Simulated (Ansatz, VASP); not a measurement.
NaH: VASP beside Ansatz

```
Na H
1.0
     2.60658    0.00000    0.00000
     0.00000    2.60658    0.00000
     0.00000    0.00000    2.60658
Na H
1 1
Direct
  0.00000 0.00000 0.00000
  0.50000 0.50000 0.50000
```

Change from the starting cell: volume scaled by 0.68, PAW files.

Alike in both runs: task single point; functional PBE; k mesh 12 × 12 × 12; occupations fermi-dirac, width 0.08 eV; no spin polarisation.

```csv
,VASP,Ansatz
version,VASP 6.6.1,Ansatz 0.2.0
potentials or method,"VASP PAW PBE potentials, release 64 (Na_pv, H)","PAW with Ansatz's default frozen-core files, scalar-relativistic"
plane-wave cutoff (eV),520,420
valence electrons in the cell,8,10
```

|  | VASP | Ansatz | Ansatz less VASP |
| --- | --- | --- | --- |
| pressure (GPa) | 18.8 | 18.8 | -0.02 |

The two sets of potentials don't hold the same shells in valence.

Caveats: so large a pressure means that the cell lies far from this level's equilibrium, or that cutoff or potentials fall short (VASP). A k mesh can miss the band edges.
